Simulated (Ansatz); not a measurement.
Ge: equation of state with LDA

**Measured values to compare with.**

From “Sub-monolayer structures of Ag overlayers on Ge(111): experimental observations and first-principles study”, 2019, arxiv:1908.00180, for a bulk crystal of Ge: bulk modulus 75.8 GPa.

Crystal: Ge.

```xyz
2
Lattice="0.0000 2.8289 2.8289 2.8289 0.0000 2.8289 2.8289 2.8289 0.0000" Properties=species:S:1:pos:R:3 pbc="T T T"
Ge    4.2434    4.2434    4.2434
Ge    2.8289    2.8289    2.8289
```

* Program: Ansatz 0.2.0
* Task: equation of state
* Functional: LDA
* Potentials or basis: PseudoDojo LDA
* Cutoff: 1061 eV
* Density cutoff: 4245 eV
* k mesh: 8 × 8 × 8
* Occupations: fermi-dirac, width 0.05 eV
* Spin: no spin polarisation

```json
{"Equilibrium volume": "22.19 Å³/atom", "Bulk modulus": "70 GPa", "Pressure derivative of the bulk modulus": "4.4"}
```

Energy against volume, from the lowest point:
```csv
volume (Å³/atom),energy (meV/atom)
21.281,8.89
21.733,2.14
22.186,0.00
22.639,1.86
23.092,7.38
23.545,16.19
23.997,27.91
```

All runs of the series together: 10 s on 2 threads of Intel(R) Xeon(R) CPU @ 2.80GHz (Skylake/Cascade Lake) (shared host).

Against the measured bulk modulus of Ge, 75.8 GPa (quoted in “Sub-monolayer structures of Ag overlayers on Ge(111): experimental observations and first-principles study”, 2019, arxiv:1908.00180), the calculated 70 GPa is off by -7.3 %. The fit is for a static lattice scaled at fixed shape and fixed fractional positions. The cell as given is a measured one (22.64 Å³/atom); LDA puts the equilibrium volume -2.0 % from it, thermal expansion not counted.
